Six density functionals relax the same crystal of ruthenium, a dense hexagonal metal in which every atom touches twelve others. Five are gradient-corrected functionals (GGAs), and r2SCAN is a meta-GGA, one rung higher. Every run adds the dispersion correction D3(BJ), a sum of attractions between pairs of atoms. The volume change is counted against the common start cell, whose edges lie close to the measured ones.

GPAW 26.7.0, plane-wave PAW DFT with D3(BJ) for hexagonal Ru (2-atom cell), without spin polarisation or spin–orbit coupling; 11 × 11 × 6 k-point mesh, Fermi–Dirac smearing of 0.05 eV. Atoms and cell were relaxed, with a target pressure of 1 GPa for revPBE only; volume changes are relative to the common start cell.

| functional | potentials | wave cutoff | volume change (%) | relaxed length a (Å) | relaxed length c (Å) |
| --- | --- | --- | --- | --- | --- |
| PBE | GPAW-PAW-data-sets-(gpaw-data-1.2.1) | 600 eV | -1.240 | 2.694 | 4.265 |
| PBEsol | PAW-data-sets-made-by gpaw-setup-for-the-functional | 600 eV | -4.160 | 2.667 | 4.223 |
| revPBE | GPAW-PAW-data-sets-(gpaw-data-1.2.1) | 600 eV | -2.630 | 2.681 | 4.246 |
| RPBE | GPAW-PAW-data-sets-(gpaw-data-1.2.1) | 600 eV | -9.020 | 2.617 | 4.165 |
| BLYP | PAW-data-sets-made-by gpaw-setup-for-the-functional | 600 eV | -0.390 | 2.703 | 4.275 |
| r2SCAN | GPAW-PAW-data-sets-(gpaw-data 1.2.1),-other-valence | 510 eV | 0.070 | 2.707 | 4.280 |

**(a) Does the rung of the functional set the relaxed volume? If not, what order would the functionals give without the dispersion term?**

*Solution.* The rung does not set it. The volume change runs from −0.39 % with BLYP to −9.02 % with RPBE, and both are GGAs. The meta-GGA r2SCAN ends within half a percentage point of BLYP. A spread this wide within one rung needs a cause that differs from one GGA to the next.

One such cause is the way a functional treats gradients of the electron density. When atoms in a metal move apart, the density between them thins out and becomes more uneven. A functional that strongly rewards uneven density therefore favours separated atoms, which weakens the bonds and lengthens the lattice. PBEsol rewards it less than PBE, while revPBE and RPBE reward it more. BLYP is known to give metals that are clearly too large, partly because its correlation part does not reproduce the uniform electron gas.

A neighbouring series, with the same five GGAs but no dispersion term, should therefore run from PBEsol as the smallest cell through PBE to revPBE and RPBE, with BLYP also at the large end. This simple argument does not place r2SCAN, which depends on more than the density and its gradient. This order comes from theory and general experience with metals, since every run here contains D3. The table departs from it most plainly at RPBE, which should give a larger cell than PBE and instead gives the smallest of all.

**(b) Why does RPBE, which should give a large cell, give the smallest one?**

*Solution.* The relaxed volume is a balance. The functional has its own preferred lattice, and D3 pulls the atoms inward from there. The pull can be read from the form of the leading pair term,

E = −C₆ / (r⁶ + R₀⁶),

where r is the distance between two atoms, C₆ is the strength of their attraction and R₀ is a damping radius. A further term in r⁸ is damped in the same way, and its weight differs from one functional to the next.

How hard a pair pulls in a dense metal depends strongly on the damping radius. If R₀ is much longer than the contact between neighbours, the energy of that pair hardly changes with r. The pair then adds to the energy but pulls very little. If R₀ is about as short as the contact, the energy still falls steeply as the atoms approach, and the pull is strong.

The damping parameters are chosen separately for each functional, mainly so that molecules come out right. In the RPBE set the damping radius is clearly the shortest of the six, and for ruthenium it is only somewhat longer than the nearest contact. The twelve close neighbours then feel an attraction that the other sets largely flatten out. D3 also treats each pair as if the mobile electrons of the metal were not there to screen the attraction, so the weakening expected in a real metal is missing.

The dispersion energies of the runs support this picture. They amount to 0.63 eV per atom with PBE, 1.21 eV with revPBE and 3.76 eV with RPBE, and the contraction grows in the same order. These three rows share the cutoff and the family of potentials, which makes them the cleanest comparison in the table. The two increases are expected to have different origins. The damping radius of revPBE is close to that of PBE, but its r⁸ term has a larger weight, whereas RPBE owes its much larger energy mainly to the short radius.

The dispersion energy with RPBE is more than half of the energy that binds ruthenium together, which is roughly 7 eV per atom. At that size D3 is no longer a small correction to the bonding.

Cause and effect could still be the other way round. A smaller cell brings atoms closer and so raises the dispersion energy, whatever made the cell small. An upper estimate of this effect takes the steepest term, which falls as 1/r⁸, leaves out the damping and keeps the strengths fixed. Since volume V grows as the cube of length, such a term scales as V to the power −8/3. The steps from the PBE cell to the RPBE cell are:

- relative volumes: 1 − 0.0124 = 0.9876 for PBE and 1 − 0.0902 = 0.9098 for RPBE
- ratio of volumes: 0.9876 / 0.9098 = 1.086
- growth of the pair energy: 1.086 to the power 8/3, or about 1.25

The computed dispersion energy grows by a factor of about 6. Closer atoms explain only a small part of that, and the rest must come from the parameters that belong to RPBE. The estimate has no adjusted constant; the output printed after this text lists it with the dispersion energies of all rows. It shows that the large D3 term is not a by-product of the small cell. It does not give the number of percentage points that D3 removes from the volume, for which an RPBE run without D3 would be needed.

**(c) Can the remaining rows be ordered by their dispersion energy alone?**

*Solution.* They cannot, and PBEsol shows why. Its dispersion energy agrees with that of PBE to about 0.01 eV per atom, yet its cell shrinks by 2.9 percentage points more. The natural explanation is the other side of the balance, the functional's own lattice. PBEsol typically gives metals with edges about 1 % shorter than PBE, or about 3 % in volume, which is the size of the difference seen here. The match is suggestive rather than conclusive, because equal dispersion energies need not mean equal pulls and the two rows use potentials from different sources.

BLYP departs in the opposite direction. It has 1.2 times the dispersion energy of revPBE, but its volume barely changes. This fits a functional whose own lattice is much too large and is drawn back by D3 to almost exactly the start cell. Two errors would then cancel, so the good volume is no evidence that BLYP describes the metal well. How large each error is remains unknown without a BLYP run that omits D3.

The revPBE row needs a small correction before it is compared. Its cell was relaxed towards a pressure of 1 GPa and ended at about 1.2 GPa, while the other cells ended close to zero. The stresses along the BLYP relaxation imply a stiffness (bulk modulus) of about 310 GPa. If revPBE is about as stiff, dividing its pressure by this value gives 0.4 %, so revPBE at zero pressure would stand near −2.2 % instead of −2.63 %. It still lies between PBE and PBEsol, and its place in the argument of part (b) is unchanged.

The r2SCAN row has the smallest dispersion energy, 0.29 eV per atom, and the volume closest to the start. It is tempting to connect the two, but this row also treats fewer electrons explicitly: 16 per cell, against 32 in the others. The cutoff of 510 eV in the table belongs to a later phonon step; the cell itself was relaxed at 600 eV, like the others. The change of functional, the weaker D3 term and the different potential cannot be told apart from a single row. For the same reason, the small gap between r2SCAN and BLYP should not be read as a ranking of the two.

The same two questions serve for another dense metal: how long is the functional's own lattice, and how strongly does its D3 set still pull at the distance of the nearest neighbours? A long lattice with a weak pull leaves the cell too large, while a strong pull can outweigh even a long lattice, as the RPBE row suggests. In practice, a large dispersion energy per atom is a reason to look closer, but it does not measure the pull. To see the pull itself, repeat the relaxation once without D3. If the two volumes differ by several per cent, the D3 term has a large say in the density of the metal, and a volume that happens to agree with experiment does not by itself justify it.

Numerical output:

```
Changes against the start cell and dispersion energy:
     row  volume change in %  change of a in %  change of c in %  D3 energy in eV per atom
     PBE               -1.24           -0.4361           -0.3947                   -0.6318
  PBEsol               -4.16            -1.434            -1.376                   -0.6197
  revPBE               -2.63           -0.9165           -0.8384                    -1.214
    RPBE               -9.02            -3.282             -2.73                    -3.762
    BLYP               -0.39           -0.1035           -0.1611                    -1.456
  r2SCAN                0.07           0.04435          -0.04437                    -0.293
Volume change of BLYP less that of RPBE, the span of the GGAs, in percentage points: 8.63
Volume change of revPBE less that of PBE, in percentage points: -1.39
Volume change of RPBE less that of PBE, in percentage points: -7.78
Volume change of PBEsol less that of PBE, in percentage points: -2.92
Volume change of r2SCAN less that of BLYP, in percentage points: 0.46
D3 energy of revPBE over that of PBE, ratio: 1.922
D3 energy of RPBE over that of PBE, ratio: 5.954
D3 energy of BLYP over that of revPBE, ratio: 1.2
D3 energy of PBEsol less that of PBE, in eV per atom: 0.01216
Rank correlation of volume change and D3 energy over all rows: 0.4857
Growth of an undamped r^-8 pair energy from the PBE to the RPBE volume, factor: 1.245
Bulk modulus from the BLYP relaxation, in GPa: 312
Part of the revPBE contraction due to its pressure, in percentage points: 0.3975
revPBE volume change brought to zero pressure, in %: -2.233
```
